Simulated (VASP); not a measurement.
Here is a VASP 6.6.1 calculation.

Contents of INCAR:

```
SYSTEM = HgTe
PREC = Accurate
ENCUT = 520
EDIFF = 1E-8
ISMEAR = -1
SIGMA = 0.05
LREAL = .False.
LASPH = .True.
NELM = 100
ALGO = Normal
ISIF = 2
LWAVE = .False.
LCHARG = .False.
GGA = PE
LEFG = .True.
NBANDS = 16
```

KPOINTS

```
Automatic mesh
0
Gamma
  8 8 8
  0 0 0
```

Contents of POSCAR:

```
HgTe
1.0
    0.0000000000      3.1800000000      3.1800000000
    3.1800000000      0.0000000000      3.1800000000
    3.1800000000      3.1800000000      0.0000000000
Hg Te
1 1
Direct
    0.0000000000      0.0000000000      0.0000000000
    0.5000000000      0.5000000000      0.5000000000
```

Potentials or basis: VASP PAW PBE potentials, release 64 (Hg, Te).

Launch:

```console
$ cat potpaw_PBE.64/Hg/POTCAR potpaw_PBE.64/Te/POTCAR > POTCAR
$ mpirun -np 1 vasp_std > vasp.out
```

(1) Estimate the band gap on the k mesh.

(2) Estimate the pressure.

## Answers

(1) none (metal or under the smearing width).

(2) -3.5 GPa.
